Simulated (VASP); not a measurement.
# SiGe₃ (distorted ordered alloy on diamond lattice): one PBEsol single-point calculation in two programs

```cif
data_structure
_symmetry_space_group_name_H-M 'P 1'
_symmetry_Int_Tables_number 1
_cell_length_a 6.9940
_cell_length_b 7.0933
_cell_length_c 7.2219
_cell_angle_alpha 30.888
_cell_angle_beta 33.022
_cell_angle_gamma 32.389
_cell_volume 89.69
loop_
_atom_site_label
_atom_site_type_symbol
_atom_site_fract_x
_atom_site_fract_y
_atom_site_fract_z
_atom_site_occupancy
Si1 Si 0.00600 0.99900 0.00600 1
Ge1 Ge 0.51130 0.50990 0.48370 1
Ge2 Ge 0.36090 0.38340 0.36700 1
Ge3 Ge 0.88810 0.86700 0.86960 1
```

Each program uses its own PAW datasets. VASP's cell holds 46 valence electrons and Ansatz's 46. Ansatz's stress includes a Pulay correction; VASP's doesn't.

Cutoffs: 520 eV in VASP, 420 eV in Ansatz. k meshes: 6×6×6 and 6×6×6.

|  | VASP | Ansatz |
| --- | --- | --- |
| gap between bands v and c on the k mesh | -0.21 eV (bands overlap: a metal) | -0.21 eV (bands overlap: a metal) |
| least direct gap on the k mesh | 0.31 eV | 0.32 eV |
| pressure | 0.6 GPa | 0.7 GPa |
| largest force | 2.19 eV/Å | 2.20 eV/Å |

Forces (eV/Å), VASP:

```tsv
atom	Fx	Fy	Fz
Si	-1.546	0.249	-1.530
Ge	-0.340	-0.892	-0.994
Ge	1.606	-0.184	1.390
Ge	0.281	0.827	1.135
```

Ansatz:

```csv
atom,Fx,Fy,Fz
Si,-1.552,0.249,-1.534
Ge,-0.346,-0.895,-1.000
Ge,1.612,-0.184,1.392
Ge,0.286,0.831,1.142
```
